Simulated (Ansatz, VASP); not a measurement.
# Two plane-wave programs on Ta

```xyz
4
Lattice="2.8669 0.0000 0.0000 -1.4335 2.4828 0.0000 0.0000 0.0000 10.1828" Properties=species:S:1:pos:R:3 pbc="T T T"
Ta    1.4335    0.8276    3.8186
Ta    1.4335    0.8276    8.9100
Ta    0.0000    1.6552    1.2729
Ta    0.0000    1.6552    6.3643
```

Alike in both runs: task single point; functional PBEsol; k mesh 12 × 12 × 4; occupations gaussian, width 0.15 eV; no spin polarisation.

```csv
,VASP,Ansatz
version,VASP 6.6.1,Ansatz 0.2.0
potentials or method,"VASP PAW PBE potentials, release 64 (Ta_pv)","scalar-relativistic, plane waves, PAW"
plane-wave cutoff (eV),520,420
valence electrons in the cell,44,52
```

VASP gave:

- gap on the k mesh at the Fermi level (eV): none
- pressure (GPa): -0.1
- largest component of the traceless stress (GPa): 0.58

Question: Which values does Ansatz return?

Answer: gap on the k mesh at the Fermi level (eV): none; pressure (GPa): -0.3; largest component of the traceless stress (GPa): 0.59.

A gap of «none» marks a metal or a gap that the smearing closes. The two sets of potentials don't hold the same shells in valence.

Caveats: the PAW data sets were made with another functional, which shifts forces and pressure a little (VASP). Spin-orbit coupling is left out, which matters for the levels of Ta.
